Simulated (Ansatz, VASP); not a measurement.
ZnSe in VASP and in Ansatz

Contents of POSCAR:

```
ZnSe
1.0
    3.3251532678      0.0000000000      0.0000000000
    0.0000000000      3.3251532678      0.0000000000
    0.0000000000      0.0000000000      3.3251532678
Zn Se
1 1
Direct
    0.0000000000      0.0000000000      0.0000000000
    0.5000000000      0.5000000000      0.5000000000
```

Contents of INCAR.step1:

```
  PREC = Accurate
  ENCUT = 520
  ISMEAR = -1
  SIGMA = 0.02
  LREAL = F
  LASPH = T
  NELM = 80
  NBANDS = 16
  GGA = PE
  ALGO = Normal
  EDIFF = 1E-4
  LWAVE = T
  LCHARG = F
```

The input INCAR.step2:

```
  PREC = Accurate
  ENCUT = 520
  EDIFF = 1E-7
  ISMEAR = -1
  SIGMA = 0.02
  LREAL = F
  LASPH = T
  NELM = 80
  ALGO = Normal
  ISIF = 2
  LWAVE = F
  LCHARG = F
  METAGGA = R2SCAN
  LMIXTAU = T
  NBANDS = 16
  ISTART = 1
```

Contents of KPOINTS:

```
regular mesh
0
Gamma
  8 8 8
```

Input for Ansatz:

```yaml
crystal:
  lattice:
    - [3.3251532678, 0.0, 0.0]
    - [0.0, 3.3251532678, 0.0]
    - [0.0, 0.0, 3.3251532678]
  atoms:
    - { symbol: Zn, position: [0.0, 0.0, 0.0] }
    - { symbol: Se, position: [0.5, 0.5, 0.5] }
kpoints:
  mp_grid: { grid: [8, 8, 8] }
  band_path:
    path:
      - [0.0, 0.0, 0.0]
      - [0.0, 0.5, 0.0]
      - [0.5, 0.5, 0.0]
      - [0.5, 0.5, 0.5]
      - [0.0, 0.25, -0.5]
      - [0.25, -0.5, -0.5]
    npoints: 1
hamiltonian:
  xc: r2scan
scf:
  occupations: { method: fermi_dirac, width: 0.02 }
  n_extra_bands: 4
output:
  forces: true
  stress: true
  eigenvalues: true
```

Alike in both runs: task single point; functional r2SCAN; k mesh 8 × 8 × 8; occupations fermi-dirac, width 0.02 eV; no spin polarisation.

```csv
,VASP,Ansatz
version,VASP 6.6.1,Ansatz 0.2.0
potentials or method,"VASP PAW PBE potentials, release 64 (Zn, Se)","plane waves, PAW"
plane-wave cutoff (eV),520,500
valence electrons in the cell,18,28
```

VASP gave:

| Quantity | Value |
| --- | --- |
| pressure (GPa) | 0.2 |

Task: Estimate Ansatz's values.

Result: Pressure (GPa): 0.0.

The two sets of potentials don't hold the same shells in valence.

Caveats: the PAW data sets were made with another functional, which shifts forces and pressure a little (VASP).
